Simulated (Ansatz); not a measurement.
# SiO2: stress in a strained cell

Aim: deform SiO2 (zz strain of +2 %) and compute stress, forces and field gradients with LAPW, PAW and all-electron datasets made for the crystal.

Method: DFT PBEsol, scalar-relativistic, in Ansatz 0.2.0.

## Step 1: Starting point

It takes space group P4_2/mnm (No. 136, tetragonal). The conventional cell has a = 4.180 Å, b = 4.180 Å, c = 2.668 Å, α = 90.00°, β = 90.00°, γ = 90.00°. Si (site symmetry mmm) is surrounded by 6 O at 1.76 to 1.81 Å. O (site symmetry m2m) has 3 Si at 1.76 to 1.81 Å as nearest neighbours.

Coordinates:

```cif
data_structure
_symmetry_space_group_name_H-M 'P4_2/mnm'
_symmetry_Int_Tables_number 136
_cell_length_a 4.1801
_cell_length_b 4.1801
_cell_length_c 2.6678
_cell_angle_alpha 90.000
_cell_angle_beta 90.000
_cell_angle_gamma 90.000
_cell_volume 46.62
loop_
_atom_site_label
_atom_site_type_symbol
_atom_site_symmetry_multiplicity
_atom_site_Wyckoff_symbol
_atom_site_fract_x
_atom_site_fract_y
_atom_site_fract_z
_atom_site_occupancy
Si1 Si 2 a 0.00000 0.00000 0.00000 1
O1 O 4 f 0.30670 0.30670 0.00000 1
```

The file gives the conventional cell by its symmetry; the runs use the cell typed in the input.

Atoms are numbered in the order of the input: Si1, Si2, O3, O4, O5, O6.

## Step 2: The deformed structure

Space group P4_2/mnm before, P4_2/mnm after.

## Step 3: All-electron LAPW

input.yaml reads:

```yaml
crystal:
  lattice:
    - [4.1801, 0.0, 0.0]
    - [0.0, 4.1801, 0.0]
    - [0.0, 0.0, 2.721156]
  atoms:
    - { symbol: Si, position: [0.0, 0.0, 0.0] }
    - { symbol: Si, position: [0.5, 0.5, 0.5] }
    - { symbol: O, position: [0.3067, 0.3067, 0.0] }
    - { symbol: O, position: [0.1933, 0.8067, 0.5] }
    - { symbol: O, position: [0.6933, 0.6933, 0.0] }
    - { symbol: O, position: [0.8067, 0.1933, 0.5] }
kpoints:
  mp_grid: { grid: [6, 6, 9] }
  band_path:
    path:
      - [0.0, 0.0, 0.0]
      - [0.0, 0.5, 0.0]
      - [0.5, 0.5, 0.0]
      - [0.0, 0.0, 0.0]
      - [0.0, 0.0, 0.5]
      - [0.0, 0.5, 0.5]
      - [0.5, 0.5, 0.5]
      - [0.0, 0.0, 0.5]
      - [0.0, 0.5, 0.0]
    npoints: 5
scf:
  occupations: { method: fermi_dirac, width: 0.03 }
hamiltonian:
  xc: pbesol
  pseudopotentials: { kind: all_electron, lapw: { basis_error: 0.001 } }
output:
  forces: true
  stress: true
  eigenvalues: true
```

Run with:

```bash
$ ansatz run input.yaml --threads 2 --pin off --max-ram 8192MiB --backend cpu --events-out ev --progress --plain --runs-dir out
```

## Step 4: Frozen-core PAW

input.yaml reads:

```yaml
crystal:
  lattice:
    - [4.1801, 0.0, 0.0]
    - [0.0, 4.1801, 0.0]
    - [0.0, 0.0, 2.721156]
  atoms:
    - { symbol: Si, position: [0.0, 0.0, 0.0] }
    - { symbol: Si, position: [0.5, 0.5, 0.5] }
    - { symbol: O, position: [0.3067, 0.3067, 0.0] }
    - { symbol: O, position: [0.1933, 0.8067, 0.5] }
    - { symbol: O, position: [0.6933, 0.6933, 0.0] }
    - { symbol: O, position: [0.8067, 0.1933, 0.5] }
kpoints:
  mp_grid: { grid: [6, 6, 9] }
scf:
  occupations: { method: fermi_dirac, width: 0.03 }
hamiltonian:
  xc: pbesol
  pseudopotentials: { kind: paw }
output:
  forces: true
  stress: true
  eigenvalues: true
  efg: { contact_densities: true }
```

## Step 5: Datasets made for this crystal

Changes to input.yaml since step 4:

```diff
@@ -18,3 +18,3 @@
   xc: pbesol
-  pseudopotentials: { kind: paw }
+  pseudopotentials: { kind: all_electron, datasets: crystal }
 output:
```

(Steps that only read results are left out.)

What does the calculation give? Wanted: pressure; largest shear or deviatoric stress.

As calculated:

```
                                 quantity                                              value
                                 pressure  LAPW -3.28, PAW -3.27, crystal datasets -3.28 GPa
largest shear or deviatoric stress (LAPW)                                           6.30 GPa
```

In words: The largest part of the stress beyond the pressure is 6.30 GPa in size, in the zz component; the atoms are carried along and not relaxed. No run of the undeformed cell stands beside it, so the pressure holds what the given cell had before the change. PAW: stress within 0.02 GPa of LAPW, forces within 3 meV/Å. Crystal datasets: stress within 0.01 GPa of LAPW, forces within 1 meV/Å.
